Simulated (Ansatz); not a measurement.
## BeO (P6_3mc): band-edge transport data

Data:

```yaml
crystal:
  lattice:
    - [2.69284, 0.00000, 0.00000]
    - [-1.34642, 2.33207, 0.00000]
    - [0.00000, 0.00000, 4.37281]
  atoms:
    - { symbol: Be, position: [0.33333, 0.66667, 0.99990] }
    - { symbol: Be, position: [0.66667, 0.33333, 0.49990] }
    - { symbol: O, position: [0.33333, 0.66667, 0.37760] }
    - { symbol: O, position: [0.66667, 0.33333, 0.87760] }
```

Level of theory: r2SCAN, rigid bands (plane waves, PAW, scalar-relativistic; Ansatz, a first-principles code). Condition of this run: functional r2SCAN on the same cell. Geometry: cell and atoms relaxed with PBEsol.

- band gap = 8.53 eV
- electron conductivity mass (300 K, dilute) = 0.63 (x), 0.63 (y), 0.55 (z) mₑ
- hole conductivity mass (300 K, dilute) = 2.7 (x), 2.7 (y), 1.05 (z) mₑ
- effective density of states N_c (300 K) = 1.2e19 cm⁻³
- effective density of states N_v (300 K) = 1.0e20 cm⁻³
- density-of-states mass, electrons = 0.61 mₑ
- density-of-states mass, holes = 2.6 mₑ
- Seebeck coefficient, n-type 1e19 cm⁻³, 300 K = -233 μV/K
- best n-type power factor at 300 K for τ = 10 fs (best axis; densities from 1e16 to 1e21 cm⁻³ tried, whether or not they can be reached) = 3.4 μW/(cm·K²) at 3e19 cm⁻³
- Seebeck coefficient, p-type 1e19 cm⁻³, 300 K = 458 μV/K

Rigid bands; masses and Seebeck coefficients take one relaxation time τ for all states and one kind of carrier; polarons and phonon drag are left out. Spin-orbit coupling is left out. Geometry: cell and atoms relaxed with PBEsol.
